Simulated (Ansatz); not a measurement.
ZrC: equation of state with r2SCAN+rVV10

Crystal: ZrC.

```
Zr C
1.0
     0.00000    2.36500    2.36500
     2.36500    0.00000    2.36500
     2.36500    2.36500    0.00000
Zr C
1 1
Direct
  0.50000 0.50000 0.50000
  0.00000 0.00000 0.00000
```

```json
{
 "Program": "Ansatz 0.2.0",
 "Task": "equation of state",
 "Functional": "r2SCAN",
 "Dispersion": "rVV10",
 "Potentials or basis": "Ansatz PAW",
 "Cutoff": "500 eV",
 "Density cutoff": "2500 eV",
 "k mesh": "10 × 10 × 10",
 "Occupations": "fermi-dirac, width 0.05 eV",
 "Spin": "no spin polarisation"
}
```

- Equilibrium volume: 13.01 Å³/atom
- Bulk modulus: 233 GPa
- Pressure derivative of the bulk modulus: 4.0

Energy against volume, from the lowest point:
```csv
volume (Å³/atom),energy (meV/atom)
12.434,19.52
12.699,5.37
12.963,0.00
13.228,2.58
13.493,12.34
13.757,28.62
14.022,50.75
```

All runs of the series together: 16 s on 2 threads of Arm Neoverse V2, on a shared host.

Caveat: the PAW data sets were made with another functional, which shifts forces and pressure a little.
